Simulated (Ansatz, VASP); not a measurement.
CdF2: VASP beside Ansatz

```
Cd F
1.0
     0.00000    2.47412    2.47412
     2.47412    0.00000    2.47412
     2.47412    2.47412    0.00000
Cd F
1 2
Direct
  0.00000 0.00000 0.00000
  0.25000 0.25000 0.25000
  0.75000 0.75000 0.75000
```

Alike in both runs: functional PBE; k mesh 8 × 8 × 8; occupations gaussian, width 0.02 eV; no spin polarisation.

Ansatz relaxed the structure, and its values are those at the end. VASP's run is a single point on that final structure, the one shown.

|  | VASP | Ansatz |
| --- | --- | --- |
| version | VASP 6.6.1 | Ansatz 0.2.0 |
| potentials or method | VASP PAW PBE potentials, release 64 (Cd, F) | scalar-relativistic, plane waves, PAW |
| plane-wave cutoff (eV) | 520 | 420 |
| valence electrons in the cell | 26 | 34 |

Ansatz gave:

```
gap on the k mesh at the Fermi level (eV) : 4.05
least direct gap on the mesh (eV)         : 4.12
```

Q: What did VASP give for the same quantities?

A: gap on the k mesh at the Fermi level (eV): 4.00; least direct gap on the mesh (eV): 4.07.

The two sets of potentials don't hold the same shells in valence.

 Expect the measured gap to be larger: semilocal functionals such as PBE lack the derivative discontinuity. A k mesh can miss the band edges.
